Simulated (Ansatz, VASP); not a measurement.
# One calculation of TiN, two programs

```
Ti N
1.0
     0.00000    2.12337    2.12337
     2.12337    0.00000    2.12337
     2.12337    2.12337    0.00000
Ti N
1 1
Direct
  0.00000 0.00000 0.00000
  0.50000 0.50000 0.50000
```

Alike in both runs: functional PBE; k mesh 18 × 18 × 18; occupations gaussian, width 0.1 eV; no spin polarisation.

Ansatz relaxed the structure, and its values are those at the end. VASP's run is a single point on that final structure, the one shown.

|  | VASP | Ansatz |
| --- | --- | --- |
| version | VASP 6.6.1 | Ansatz 0.2.0 |
| potentials or method | VASP PAW PBE potentials, release 64 (Ti_sv, N) | scalar-relativistic, plane waves, PAW |
| plane-wave cutoff (eV) | 520 | 420 |
| valence electrons in the cell | 17 | 17 |

Ansatz gave:

* gap on the k mesh at the Fermi level (eV): none
* pressure (GPa): 0.0

Question: Estimate VASP's values.

Answer: gap on the k mesh at the Fermi level (eV): none; pressure (GPa): 0.5.

A gap of «none» marks a metal or a gap that the smearing closes. The functional is the same, so the differences come from potentials, cutoffs and numerics.
